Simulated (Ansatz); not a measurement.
Structure from Materials Project entry mp-71 (possibly hypothetical), not relaxed further.

Input and log of a run on Yb: DFT, PBEsol, all-electron LAPW, scalar-relativistic (Ansatz 0.2.0).

Command: `ansatz run input.yaml --threads 1 --pin off --max-ram 3072MiB --backend cpu --events-out ev --progress --plain --runs-dir out` The run took 18 s on 1 thread of Arm Neoverse V2, with other jobs on the host.

```yaml
crystal:
  lattice:
    - [-2.151483, 2.151483, 2.151483]
    - [2.151483, -2.151483, 2.151483]
    - [2.151483, 2.151483, -2.151483]
  atoms:
    - { symbol: Yb, position: [0.0, 0.0, 0.0] }
kpoints:
  mp_grid: { grid: [12, 12, 12] }
  band_path:
    path:
      - [0.0, 0.0, 0.0]
      - [0.5, -0.5, 0.5]
      - [0.0, 0.0, 0.5]
      - [0.0, 0.0, 0.0]
      - [0.25, 0.25, 0.25]
      - [0.5, -0.5, 0.5]
      - [0.25, 0.25, 0.25]
      - [0.0, 0.0, 0.5]
    npoints: 14
scf:
  occupations: { method: fermi_dirac, width: 0.05 }
hamiltonian:
  xc: pbesol
  pseudopotentials: { kind: all_electron, lapw: { basis_error: 0.001 } }
output:
  forces: true
  stress: true
  eigenvalues: true
  fatbands: true
  populations: true
  dos: { projected: true, de: 0.2, e_range: [-14, 8] }
```

Output:

```
Yb: projections on atomic orbitals take those of the free atom 1s2 2s2 2p6 3s2 3p6 3d10 4s2 4p6 4d10 4f14 5s2 5p6 5d0 6s2, of charge +0.00 (hamiltonian.pseudopotentials.projection_atoms)
LAPW: plane waves up to 6.957 Å⁻¹, error target 1.0e-3 eV per atom; small_component_spin mean_spin; Yb in spheres of 1.863 Å, 34 of its electrons in bands, Dirac shells []
Engine: ansatz 0.2.0
Pseudopotentials: kind: all_electron
Pseudopotential: Yb, LAPW, valence charge 34, Koelling and Harmon's equation, gaussian nucleus
Functional definition: PBEsol
  exchange = pbesol_x
  correlation = pbesol_c
Crystal: 1 atoms, lattice volume = 39.836 Å³
Basis set: ecut = 184.38433987482512 eV, 225 PW (Γ), exchange–correlation at level 2
Bands: 21, of which v1, the nominal top of the filled ones, is band 17 counted from 1 (16 counted from 0)
Symmetry: 48 space group operations
Space group: Im-3m (ITA 229), of the structure as read, at distance tolerance 3.4e-5 Å
k-points: 72 of 1728
Non-local potential: Yb, projectors of the file, none
Initial density: superposition of atomic densities (chi_scale 0.1, normalization cell)
Initial wavefunctions: plane waves of lowest kinetic energy (no species holds an atomic orbital)
Functional: x = pbesol(κ = 0.804, μ = 0.12345679012345678), c = pbesol(β = 0.046)
iter 1 solved again at ethr=2.46e-3 eV; its pass at ethr=1.00e-1 eV (dr2=8.37e-1 eV) is discarded
SCF iter   1: F=—  HF=-382426.490838 eV  |F-HF|=—  |Δ(HF+E_count)|=         —  Δρ=4.20e-2  dr2=8.39e-1  ethr=2.46e-3  ⟨swp⟩=2.0  Hψ=9439  notcnv=0
preconditioner: auto → Kerker (q_TF=auto, 2.657 Å⁻¹)  [metal: Δε(μ)=0.018 eV  Ē_g=8.809 eV  σ=0.050 eV  W_gap=0.09  n_scr=12 (ndim 8)  ℏωp=27.6 eV  f_vac=0.000  D(μ)=25.73/eV (n_scr^D=886)]
SCF iter   2: F=—  HF=-382470.422785 eV  |F-HF|=—  |Δ(HF+E_count)|=    4.39e1  Δρ=2.25e-2  dr2=1.76e-1  ethr=2.46e-3  ⟨swp⟩=3.0  Hψ=4945  notcnv=0  recentre
SCF iter   3: F=—  HF=-382430.990820 eV  |F-HF|=—  |Δ(HF+E_count)|=    3.94e1  Δρ=1.07e-2  dr2=3.57e-2  ethr=5.19e-4  ⟨swp⟩=3.0  Hψ=5255  notcnv=0
SCF iter   4: F=—  HF=-382426.692647 eV  |F-HF|=—  |Δ(HF+E_count)|=    4.30e0  Δρ=8.05e-3  dr2=1.94e-2  ethr=1.05e-4  ⟨swp⟩=3.0  Hψ=5277  notcnv=0
SCF iter   5: F=—  HF=-382425.075624 eV  |F-HF|=—  |Δ(HF+E_count)|=    1.62e0  Δρ=5.45e-3  dr2=9.26e-3  ethr=5.71e-5  ⟨swp⟩=3.0  Hψ=5399  notcnv=0
iter 6 solved again at ethr=1.66e-6 eV; its pass at ethr=2.72e-5 eV (dr2=5.64e-4 eV) is discarded
SCF iter   6: F=—  HF=-382424.595563 eV  |F-HF|=—  |Δ(HF+E_count)|=   4.80e-1  Δρ=1.53e-3  dr2=5.64e-4  ethr=1.66e-6  ⟨swp⟩=2.0  Hψ=8436  notcnv=0
SCF iter   7: F=—  HF=-382424.600311 eV  |F-HF|=—  |Δ(HF+E_count)|=   4.75e-3  Δρ=3.41e-3  dr2=6.15e-3  ethr=1.66e-6  ⟨swp⟩=3.0  Hψ=5307  notcnv=0  recentre
SCF iter   8: F=—  HF=-382424.586478 eV  |F-HF|=—  |Δ(HF+E_count)|=   1.38e-2  Δρ=1.68e-3  dr2=1.61e-3  ethr=1.66e-6  ⟨swp⟩=2.1  Hψ=4729  notcnv=0
SCF iter   9: F=—  HF=-382424.590923 eV  |F-HF|=—  |Δ(HF+E_count)|=   4.45e-3  Δρ=2.27e-3  dr2=2.70e-3  ethr=1.66e-6  ⟨swp⟩=2.0  Hψ=4357  notcnv=0  recentre
SCF iter  10: F=—  HF=-382424.590565 eV  |F-HF|=—  |Δ(HF+E_count)|=   3.57e-4  Δρ=2.04e-3  dr2=2.11e-3  ethr=1.66e-6  ⟨swp⟩=2.0  Hψ=4429  notcnv=0
SCF iter  11: F=—  HF=-382424.582954 eV  |F-HF|=—  |Δ(HF+E_count)|=   7.61e-3  Δρ=1.19e-4  dr2=1.01e-5  ethr=1.66e-6  ⟨swp⟩=2.0  Hψ=4719  notcnv=0
SCF iter  12: F=—  HF=-382424.582974 eV  |F-HF|=—  |Δ(HF+E_count)|=   2.05e-5  Δρ=1.35e-4  dr2=1.19e-5  ethr=2.98e-8  ⟨swp⟩=2.0  Hψ=4713  notcnv=0
SCF iter  13: F=—  HF=-382424.582959 eV  |F-HF|=—  |Δ(HF+E_count)|=   1.56e-5  Δρ=6.71e-5  dr2=2.82e-6  ethr=2.98e-8  ⟨swp⟩=2.0  Hψ=4713  notcnv=0
SCF iter  14: F=—  HF=-382424.582951 eV  |F-HF|=—  |Δ(HF+E_count)|=   7.69e-6  Δρ=1.75e-5  dr2=1.96e-7  ethr=8.31e-9  ⟨swp⟩=2.0  Hψ=4713  notcnv=0
SCF iter  15: F=—  HF=-382424.582951 eV  |F-HF|=—  |Δ(HF+E_count)|=   3.69e-7  Δρ=4.02e-6  dr2=6.65e-9  ethr=5.77e-10  ⟨swp⟩=2.0  Hψ=4713  notcnv=0
SCF iter  16: F=-382424.582951 eV  HF=-382424.582951 eV  |F-HF|=3.34e-8  |Δ(HF+E_count)|=   1.72e-8  Δρ=1.34e-6  dr2=7.60e-10  ethr=1.96e-11  ⟨swp⟩=2.0  Hψ=4713  notcnv=0
SCF 1 converged in 16 iterations: F = -382424.582951 eV  dr2 = 7.60e-10
NSCF: frozen V_eff on 99 k-points
SCF converged after 16 iterations
Free energy (F): -382424.582951 eV
Harris-Foulkes:  -382424.582951 eV  (|F-HF|=3.34e-8)
Internal energy: -382424.570771 eV  (E = F + TS)
E sigma→0 (E₀):  -382424.576861 eV
Entropy (-TS):   -0.012180 eV (-12.180 meV/atom)
Fermi energy:    10.403038 eV
--- Per-component energies (eV) ---
  E_band       = -1652.652372
  E_kinetic    = 422838.770391
  E_xc         = -7882.714715
  E_electrostatic = -797380.626446  (all electrons and nuclei)
  E_smearing   = -0.012180  (= −TS)
  E_closure    = 0.000000  (closes the sum)
  E_atoms      = -382422.625054  (free atoms, spherical and without spin; not in F)
  Σ components = -382424.582951   (vs F -382424.582951, Δ=0.00e0)
  Basis errors (estimates in eV, not in F): energy 4.6e-5 per atom: plane waves 2.6e-5 (1.3e-5 summed), levels above the bands 2.0e-40, relativity 2.9e-8, radial functions 2.0e-5, core shells 2.7e-9; eigenvalues (radial functions only) 7.5e-7; not estimated: angular momenta, meshes, grids; target (lapw.basis_error) 1.0e-3; muffin-tin radii Yb 1.863 Å
--- Forces (eV/Å), atoms counted from 1 ---
  atom   1  Yb    -0.00000000     0.00000000     0.00000000
  max |Σ_I F_I| component: 5.26e-31 eV/Å
--- Stress (GPa, compression-positive) ---
       -3.389834      -0.000000      -0.000000
       -0.000000      -3.389834      -0.000000
       -0.000000      -0.000000      -3.389834
  P = ⅓ Tr σ = -3.3898 GPa (-33.898 kbar)
--- Band table (eV; the first three rows and the last of 72) ---
  k-point 0: bands = ["-164.6075", "-164.6075", "-164.6075", "-164.5961", "-164.5961", "-41.2638", "-13.5292", "-13.5292", "-13.5292", "5.4665", "9.9772", "9.9772", "9.9772", "10.0860", "10.0860", "10.0860", "10.1079", "13.2017", "13.2017", "13.2017", "14.9526"]
  k-point 1: bands = ["-164.6075", "-164.6075", "-164.6075", "-164.5961", "-164.5961", "-41.2631", "-13.5461", "-13.5348", "-13.5291", "5.6207", "9.9782", "9.9789", "9.9811", "10.0815", "10.0838", "10.0838", "10.1012", "13.0734", "13.1195", "13.3588", "14.7625"]
  k-point 2: bands = ["-164.6075", "-164.6075", "-164.6075", "-164.5961", "-164.5961", "-41.2610", "-13.5920", "-13.5501", "-13.5291", "6.0684", "9.9812", "9.9826", "9.9924", "10.0695", "10.0699", "10.0787", "10.0943", "12.7554", "12.7566", "13.8188", "14.5645"]
  k-point 71: bands = ["-164.6075", "-164.6075", "-164.6075", "-164.5961", "-164.5961", "-41.2437", "-13.7065", "-13.7065", "-13.7065", "9.9810", "10.0123", "10.0123", "10.0123", "10.0860", "10.0860", "10.0892", "10.0892", "10.0892", "15.0068", "15.0068", "15.0068"]
--- Löwdin populations: 1 site ---
  site symbol       q [e]
     0     Yb     69.9672
  spilling = 0.000468 (of n_electrons = 70.000000)
```

Semilocal functionals without a Hubbard term describe localised f shells poorly; where the shell is localised, the real material differs.
